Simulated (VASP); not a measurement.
Write the native input for VASP 6.6.1 that does the following.

* Task: vibrations by finite differences
* Functional: PBE
* Dispersion: D3(BJ)
* Potentials or basis: VASP PAW PBE potentials, release 64 (O, C, H)
* Cutoff: 400 eV
* k mesh: 1 × 1 × 1
* Occupations: gaussian, width 0.01 eV
* Spin: no spin polarisation
* Further INCAR settings: ALGO = Fast; EDIFF = 1e-07; ISYM = 0; IBRION = 5; POTIM = 0.015; NSW = 1

The structure of O2CH2 lies in POSCAR:

```
H2CO2                                   
1.0
   13.3432429698      0.0000000000      0.0000000000
    0.0000000000     13.8432429698      0.0000000000
    0.0000000000      0.0000000000     14.3432429698
  O               C               H             
     2     1     2
Selective dynamics
Direct
0.4420683951000015  0.5019878909999989  0.4046502002000025  T T T
0.4652421484442142  0.5217029832836999  0.5587188361843953  T T T
0.4973752750759511  0.4995020357491072  0.4711247846661748  T T T
0.5780733208809190  0.4793318713579713  0.4675744137921061  T T T
0.5208058114336451  0.5154727447059698  0.6027236770071039  T T T
```

The input as run:

INCAR

```
PREC = Accurate ; ENCUT = 400
EDIFF = 1E-7 ; ISMEAR = 0
SIGMA = 0.01 ; LREAL = F
LASPH = T ; NELM = 60
ALGO = Fast ; ISIF = 2
LWAVE = F ; LCHARG = F
GGA = PE ; IVDW = 12
IBRION = 5 ; NFREE = 2
POTIM = 0.015 ; NSW = 1
ISYM = 0
```

KPOINTS

```
regular mesh
0
Gamma
  1 1 1
```

Potentials or basis: VASP PAW PBE potentials, release 64 (O, C, H).

Launch:

```console
$ cat potpaw_PBE.64/O/POTCAR potpaw_PBE.64/C/POTCAR potpaw_PBE.64/H/POTCAR > POTCAR
$ mpirun -np 1 vasp_gam > vasp.out
```

It gave:

* Highest phonon frequency at Γ, LO-TO splitting left out: 3671 cm⁻¹
* Most unstable mode: 24i cm⁻¹
* Dispersion energy per atom: -0.010 eV

Caveat: some modes are imaginary; the standard files for N, O and F lose accuracy on very short bonds.

Run time: 32 min on 1 thread of Intel(R) Xeon(R) 6975P-C (Granite Rapids) (shared host), peak memory 1.5 GiB.
